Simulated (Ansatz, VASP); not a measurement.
**AgCl: VASP beside Ansatz**

```
Ag Cl
1.0
     3.39559    0.00000    0.00000
     0.00000    3.39559    0.00000
     0.00000    0.00000    3.19661
Ag Cl
1 1
Direct
  0.00000 0.00000 0.00000
  0.50000 0.50000 0.50000
```

Change from the starting cell: uniaxial_z strain -5.9%.

Alike in both runs: task single point; functional r2SCAN; k mesh 8 × 8 × 8; no spin polarisation.

|  | VASP | Ansatz |
| --- | --- | --- |
| version | VASP 6.6.1 | Ansatz 0.2.0 |
| potentials or method | VASP PAW PBE potentials, release 64 (Ag, Cl) | plane waves, PAW |
| plane-wave cutoff (eV) | 520 | 500 |
| occupations | gaussian, width 0.01 eV | fixed |
| valence electrons in the cell | 18 | 26 |

|  | VASP | Ansatz | Ansatz less VASP |
| --- | --- | --- | --- |
| gap on the k mesh at the Fermi level (eV) | 1.10 | 1.14 | +0.037 |
| pressure (GPa) | 4.0 | 4.0 | +0.08 |
| largest component of the traceless stress (GPa) | 2.83 | 2.86 | +0.032 |

The two sets of potentials don't hold the same shells in valence.

Caveats: the PAW data sets were made with another functional, which shifts forces and pressure a little (VASP). A k mesh can miss the band edges.
